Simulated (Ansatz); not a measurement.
Wanted: the native input for an Ansatz 0.2.0 run.

```
Task                : relaxation of cell and atoms
Functional          : PBEsol
Potentials or basis : all-electron LAPW, scalar-relativistic
Basis error allowed : 0.001 eV/atom
k mesh              : 10 × 10 × 8
Occupations         : fermi-dirac, width 0.05 eV
Spin                : no spin polarisation
```

MoP:

```xyz
2
Lattice="3.2230 0.0000 0.0000 -1.6115 2.7912 0.0000 0.0000 0.0000 3.1910" Properties=species:S:1:pos:R:3 pbc="T T T"
Mo    0.0000    0.0000    0.0000
P     0.0000    1.8608    1.5955
```

The input as run:

input.yaml

```yaml
crystal:
  lattice:
    - [3.223, 0.0, 0.0]
    - [-1.6115, 2.7911998764, 0.0]
    - [0.0, 0.0, 3.191]
  atoms:
    - { symbol: Mo, position: [0.0, 0.0, 0.0] }
    - { symbol: P, position: [0.3333333333, 0.6666666667, 0.5] }
kpoints:
  mp_grid: { grid: [10, 10, 8] }
scf:
  occupations: { method: fermi_dirac, width: 0.05 }
hamiltonian:
  xc: pbesol
  pseudopotentials: { kind: all_electron, lapw: { basis_error: 0.001 } }
output:
  forces: true
  stress: true
relax:
  f_tol: 0.01
  max_steps: 60
  cell: {}
```

Potentials or basis: all-electron LAPW, scalar-relativistic.

Run with:

```bash
$ ansatz run input.yaml --threads 1 --pin off --max-ram 3072MiB --backend cpu --events-out ev --progress --plain --runs-dir out
```

It gave:

| Quantity | Value |
| --- | --- |
| Relaxed volume | 14.12 Å³/atom |
| Relaxed cell | a = 3.207 Å, b = 3.207 Å, c = 3.172 Å, α = 90.00°, β = 90.00°, γ = 120.00° |
| Space group after relaxing (to 0.05 Å) | P-6m2 (No. 187) |
| Energy gained by relaxing | 2.8 meV/atom |
| Ionic steps | 5 |
| Pressure after relaxing | 0.0 GPa |

It took 73 s on 1 thread of Arm Neoverse V2, with other jobs on the host, peak memory 0.32 GiB.
